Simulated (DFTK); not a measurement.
MgO: band structure with BJ06

**The experiment to reproduce.**

“Electronic structure of alkaline earth and post-transition metal oxides”, 2009, arxiv:0908.1581 quotes, for a bulk crystal of MgO: band gap 7.83 eV.

Crystal: MgO.

```xyz
2
Lattice="0.0000 2.0970 2.0970 2.0970 0.0000 2.0970 2.0970 2.0970 0.0000" Properties=species:S:1:pos:R:3 pbc="T T T"
Mg    0.0000    0.0000    0.0000
O     2.0970    2.0970    2.0970
```

The cell is a database's computed one.

```
Program                      : DFTK 0.8.2
Task                         : band structure
Functional                   : BJ06
Potentials or basis          : SG15 1.2 (PBE)
Cutoff                       : 1225 eV
k mesh                       : 11 × 11 × 11
Occupations                  : fermi-dirac, width 0.05 eV
Spin                         : no spin polarisation
Valence electrons            : Mg 10, O 6
SCF tolerance on the density : 1e-06
```

```json
{
 "Band gap on the k mesh": "5.76 eV, direct",
 "Band gap along the path": "5.76 eV, direct"
}
```

Levels at the corners of the path, in eV from the valence-band top:
```csv
point,band 4,band 5,band 6,band 7,band 8,band 9,band 10,band 11,band 12,band 13
Γ,-38.90,-17.37,0.00,0.00,0.00,5.76,16.42,16.42,16.42,20.89
X,-38.93,-15.85,-3.99,-1.35,-1.35,9.91,10.67,14.23,20.03,20.03
W,-38.94,-15.78,-2.89,-2.89,-1.76,12.59,12.59,12.89,16.34,22.85
K,-38.93,-15.82,-3.42,-2.67,-1.15,10.90,12.55,13.58,18.95,19.21
Γ,-38.90,-17.37,0.00,0.00,0.00,5.76,16.42,16.42,16.42,20.89
L,-38.91,-16.06,-4.54,-0.66,-0.66,8.80,13.71,16.85,16.85,21.86
U,-38.93,-15.82,-3.42,-2.67,-1.15,10.90,12.55,13.58,18.95,19.21
W,-38.94,-15.78,-2.89,-2.89,-1.76,12.59,12.59,12.89,16.34,22.85
L,-38.91,-16.06,-4.54,-0.66,-0.66,8.80,13.71,16.85,16.85,21.86
K,-38.93,-15.82,-3.42,-2.67,-1.15,10.90,12.55,13.58,18.95,19.21
U,-38.93,-15.82,-3.42,-2.67,-1.15,10.90,12.55,13.58,18.95,19.21
X,-38.93,-15.85,-3.99,-1.35,-1.35,9.91,10.67,14.23,20.03,20.03
```

Wall time 2.4 min on 1 thread of AMD EPYC 9R45 96-Core Processor (Zen 5), on a shared host, peak memory 1.6 GiB.

Measured gap of MgO: 7.83 eV (quoted in “Electronic structure of alkaline earth and post-transition metal oxides”, 2009, arxiv:0908.1581). This calculation gives 5.76 eV (-2.07 eV). The value is that of BJ06, without temperature or zero-point motion. The cell is a database's relaxed one, not the measured one, which moves gaps too.

Caveat: the program leaves the constant c of mgga_x_tb09 at 1, so the potential is Becke-Johnson's (BJ06) and not Tran and Blaha's, with levels but no total energy.
